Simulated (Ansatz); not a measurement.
# Molybdenum, bcc: B3LYP at the BLYP geometry

How do the levels change when part of the exchange is made exact, and what does it cost? Spin polarisation is left out. The geometry was relaxed under BLYP beforehand and is kept. Exact exchange is dear, so the k-mesh is coarse, and BLYP is run on the same mesh for comparison.

Method: DFT, plane waves (420 eV) with PBE-made PAW files, scalar-relativistic; functionals as named at each step, in Ansatz 0.2.0.

### Step 1. The starting structure

It takes space group Im-3m (No. 229, cubic). Conventional cell: a = 3.203 Å, b = 3.203 Å, c = 3.203 Å, α = 90.00°, β = 90.00°, γ = 90.00°. Mo (site symmetry m-3m) has 8 Mo at 2.77 Å as nearest neighbours.

As a file:

```
Mo
1.0
    -1.60164    1.60164    1.60164
     1.60164   -1.60164    1.60164
     1.60164    1.60164   -1.60164
Mo
1
Direct
  0.00000 0.00000 0.00000
```

### Step 2. BLYP, coarse mesh

The run with BLYP.

Input file input.yaml:

```yaml
crystal:
  lattice:
    - [-1.6016412097, 1.6016412097, 1.6016412097]
    - [1.6016412097, -1.6016412097, 1.6016412097]
    - [1.6016412097, 1.6016412097, -1.6016412097]
  atoms:
    - { symbol: Mo, position: [0.0, 0.0, 0.0] }
hamiltonian:
  xc: blyp
  pseudopotentials:
    kind: paw
    azcp:
      Mo: "pseudopotentials/Mo.paw.azcp"
basis:
  ecutwfc: 420
  fft_grid_basis: typed
kpoints:
  mp_grid: { grid: [7, 7, 7], shift: [0, 0, 0] }
magnetization:
  spin_polarized: false
scf:
  occupations: { method: fermi_dirac, width: 0.1 }
```

What it wrote, cut to the lines that bear on the results:

```text
Warning: RAYON_NUM_THREADS=4 ignored (pool sized by the plan → 4); use --threads N
[...]
Pseudopotentials: kind: paw
Pseudopotential: Mo, paw, valence charge 14, recommended cutoff 420 eV (normal), <dir>
Functional definition: BLYP
[...]
Crystal: 1 atoms, lattice volume = 16.434 Å³
Basis set: ecut = 420 eV, 321 PW (Γ), exchange–correlation on 40×40×40 points (8 copies of the dense FFT grid, shifted against one another)
Bands: 11, of which v1, the nominal top of the filled ones, is band 7 counted from 1 (6 counted from 0)
Symmetry: 48 space group operations
Space group: Im-3m (ITA 229), of the structure as read, at distance tolerance 2.5e-5 Å
k-points: 20 of 343
[...]
SCF iter   1: F=—  HF=-4969.062530 eV  |F-HF|=—  |Δ(HF+E_count)|=         —  Δρ=1.11e-2  dr2=2.24e-2  ethr=1.77e-3  ⟨swp⟩=5.0  Hψ=1269  notcnv=0
[...]
SCF iter   6: F=-4969.055439 eV  HF=-4969.055439 eV  |F-HF|=9.09e-13  |Δ(HF+E_count)|=   1.49e-9  Δρ=8.71e-7  dr2=3.62e-11  ethr=3.53e-11  ⟨swp⟩=1.0  Hψ=663  notcnv=0
[...]
SCF converged after 6 iterations
Free energy (F): -4969.055439 eV
[...]
E sigma→0 (E₀):  -4969.037184 eV
Entropy (-TS):   -0.036511 eV (-36.511 meV/atom)
Fermi energy:    20.409935 eV
[...]
```

It took 0.57 s on 4 threads of an x86-64 CPU, shared host; peak memory 0.32 GiB.

### Step 3. B3LYP, coarse mesh

The run with B3LYP.

Changes to input.yaml since step 2:

```diff
@@ -8,3 +8,3 @@
 hamiltonian:
-  xc: blyp
+  xc: b3lyp
   pseudopotentials:
```

What it wrote, cut to the lines that bear on the results:

```text
Warning: RAYON_NUM_THREADS=4 ignored (pool sized by the plan → 4); use --threads N
[...]
[... 2 set-up lines as earlier in the session ...]
Functional definition: B3LYP
[...]
Crystal: 1 atoms, lattice volume = 16.434 Å³
Basis set: ecut = 420 eV, 321 PW (Γ), exchange–correlation on 40×40×40 points (8 copies of the dense FFT grid, shifted against one another)
Bands: 11, of which v1, the nominal top of the filled ones, is band 7 counted from 1 (6 counted from 0)
[... 2 set-up lines as earlier in the session ...]
k-points: 20 of 343
[...]
SCF iter   1: F=—  HF=-4965.502100 eV  |F-HF|=—  |Δ(HF+E_count)|=         —  Δρ=1.01e-2  dr2=1.83e-2  ethr=1.77e-3  ⟨swp⟩=6.8  Hψ=867  notcnv=0
[...]
Frozen-core exchange: fock
[...]
SCF 2 stopped early in 5 iterations: F = -4967.026745 eV  dr2 = 8.63e-6
[...]
hybrid outer 2: dexx = +1.588e-5 eV, tail = 1.12e-8 eV, Δε = 2.67e-2 eV (about 5.79e-4 eV left of the loop's levels)
hybrid SCF converged: 2 outer / 8 inner (+6 warm-up), last move |dexx| = 1.59e-5 eV, tail = 1.12e-8 eV
Stability not checked: this state was not tested for a lower state beside it, because the functional holds exact exchange (a hybrid, or Hartree-Fock), whose exchange loop this test does not read (fock_operator; see scf.lower_state_search)
Free energy (F): -4967.026840 eV
Frozen-core exchange: fock
[...]
E sigma→0 (E₀):  -4967.021187 eV
Entropy (-TS):   -0.011306 eV (-11.306 meV/atom)
Fermi energy:    20.113326 eV
[...]
--- Band table (eV; the first three rows and the last of 20) ---
  k-point 0: bands = ["-44.8855", "-17.0358", "-17.0358", "-17.0358", "11.9850", "18.1962", "18.1962", "18.1962", "22.6325", "22.6325"]
[...]
  guard bands above this table: 1 of the run's 11 bands, where the rule asks 2: the bands that hold charge and the lowest empty level above them stay in the table. The solve was not asked for them (output.publish_guard_bands: true or output.eigenvalues: true publishes all)
```

Wall time 5.8 s (4 threads of an x86-64 CPU, shared host); peak memory 0.76 GiB.

### Step 4. Side by side

```tsv
functional	gap on the mesh	Fermi energy (eV)	SCF cycles	exchange loops	CPU time
BLYP	none (levels filled in part)	20.410	6	-	0.89 s
B3LYP	none (levels filled in part)	20.113	14	2	16 s
```

### Step 5. What came out

| quantity | value |
| --- | --- |
| BLYP: gap | none (levels filled in part) |
| B3LYP: gap | none (levels filled in part) |
| B3LYP: SCF cycles, exchange loops | 14, 2 |
| B3LYP: CPU time over that of BLYP | 19 |

**Reading.** Both BLYP and B3LYP leave levels filled in part. B3LYP cost 19 times the CPU time of BLYP. The exchange operator of B3LYP was renewed in 2 outer loops. The cell taken over is 5 % larger than the measured one (15.59 Å³/atom, COD). Absolute energies differ from functional to functional, by eV per atom at times, and say nothing by themselves.
